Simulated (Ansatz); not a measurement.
# SnTe: the cost of one run

Computed with Ansatz 0.2.0 (plane waves, PAW, unless a step's input says otherwise).

2 further runs of the same task are left out: 2 that didn't finish.

**1. The system as given**

Symmetry: F-43m, No. 216, cubic system. Conventional cell: a = 7.168 Å, b = 7.168 Å, c = 7.168 Å, α = 90.00°, β = 90.00°, γ = 90.00°. Around Sn (site symmetry -43m) lie 4 Te at 3.10 Å. Te (site symmetry -43m) has 4 Sn at 3.10 Å as nearest neighbours.

As a file:

```xyz
2
Lattice="0.0000 3.5840 3.5840 3.5840 0.0000 3.5840 3.5840 3.5840 0.0000" Properties=species:S:1:pos:R:3 pbc="T T T"
Sn    0.0000    0.0000    0.0000
Te    1.7920    1.7920    1.7920
```

The cell was relaxed beforehand with r2SCAN; those runs aren't shown. No run includes spin-orbit coupling, which matters for Sn, Te.

**2. PBE, anion s p, 4×4×4**

The input, input.yaml:

```yaml
crystal:
  lattice:
    - [0.0, 3.583984006, 3.583984006]
    - [3.583984006, 0.0, 3.583984006]
    - [3.583984006, 3.583984006, 0.0]
  atoms:
    - { symbol: Sn, position: [0.0, 0.0, 0.0] }
    - { symbol: Te, position: [0.25, 0.25, 0.25] }
kpoints:
  mp_grid: { grid: [6, 6, 6] }
  band_path:
    path:
      - [[0.0, 0.0, 0.0], [-0.5, -0.5, 1.066279597862e-34], [-0.375, -0.375, 0.25]]
      - [[-0.375, -1.661267684546e-17, 0.375], [0.0, 0.0, 0.0], [-5.204353890066e-19, -5.204353890066e-19, 0.5], [-0.5, -0.25, 0.25], [-0.5, -0.5, 1.066279597862e-34]]
    npoints: 10
hamiltonian:
  xc: pbe
scf:
  occupations: { method: fermi_dirac, width: 0.02 }
  n_extra_bands: 6
output:
  forces: false
  stress: false
  eigenvalues: true
  wannier:
    kmesh: [4, 4, 4]
    projections: [{ species: Te, l: s, shell: 5 }, { species: Te, l: p, shell: 5 }]
    minimise: true
    write_hr: true
    conv_tol: 1.0e-08
    max_iter: 3000
```

Launch:

```console
> ansatz run input.yaml --threads 4 --pin off --max-ram 3686MiB --backend cpu --events-out ev --progress --plain --runs-dir out
```

**Question.** How long does this run take on 4 threads of Arm Neoverse V2, shared host, and how much memory does it need?

About 3 s, with a peak of 0.38 GiB.
